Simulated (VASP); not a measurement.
Wanted: the native input for a VASP 6.6.1 run.

* Task: relaxation of the atoms
* Functional: PBE
* Potentials or basis: VASP PAW PBE potentials, release 64 (In, P)
* Cutoff: 300 eV
* k mesh: 4 × 4 × 4
* Occupations: gaussian, width 0.03 eV
* Spin: no spin polarisation
* Further INCAR settings: ALGO = Normal; EDIFF = 1e-07; IBRION = 2; EDIFFG = -0.01; NSW = 40

The structure of InP lies in POSCAR:

```
InP                                     
1.0
    0.0000000000      2.9803677880      2.9803677880
    2.9803677880      0.0000000000      2.9803677880
    2.9803677880      2.9803677880      0.0000000000
  In              P             
     1     1
Direct
     0.0000000000000000    0.0000000000000000    0.0000000000000000
     0.2500000000000000    0.2500000000000000    0.2500000000000000
```

The cell isn't the ideal one: a relaxed cell with its volume scaled by 0.98.

The input as run:

INCAR

```
  PREC = Accurate
  ENCUT = 300
  EDIFF = 1E-7
  ISMEAR = 0
  SIGMA = 0.03
  LREAL = F
  LASPH = T
  NELM = 80
  ALGO = Normal
  ISIF = 2
  LWAVE = F
  LCHARG = F
  GGA = PE
  IBRION = 2
  NSW = 40
  EDIFFG = -0.01
```

KPOINTS

```
regular mesh
0
Gamma
  4 4 4
```

Potentials or basis: VASP PAW PBE potentials, release 64 (In, P).

The run is started by

```sh
$ cat potpaw_PBE.64/In/POTCAR potpaw_PBE.64/P/POTCAR > POTCAR
$ mpirun -np 1 vasp_std > vasp.out
```

Results of the run:

| Item | Value |
| --- | --- |
| Pressure after relaxing | 1.3 GPa |
| Band gap on the k mesh | 0.47 eV, direct |

Caveat: the k mesh is coarse (spacing up to 0.46 Å⁻¹), so the values aren't converged; the cutoff is under 1.25 times the usual one of these potentials, so pressure, stress and relaxed cells hold a basis-set (Pulay) error; the relaxation stopped at its first step, so nothing moved; spin-orbit coupling is left out, which moves the levels of the heavy elements.

Wall time 2 s on 1 thread of Intel(R) Xeon(R) 6975P-C (Granite Rapids) (shared host), peak memory 0.13 GiB.
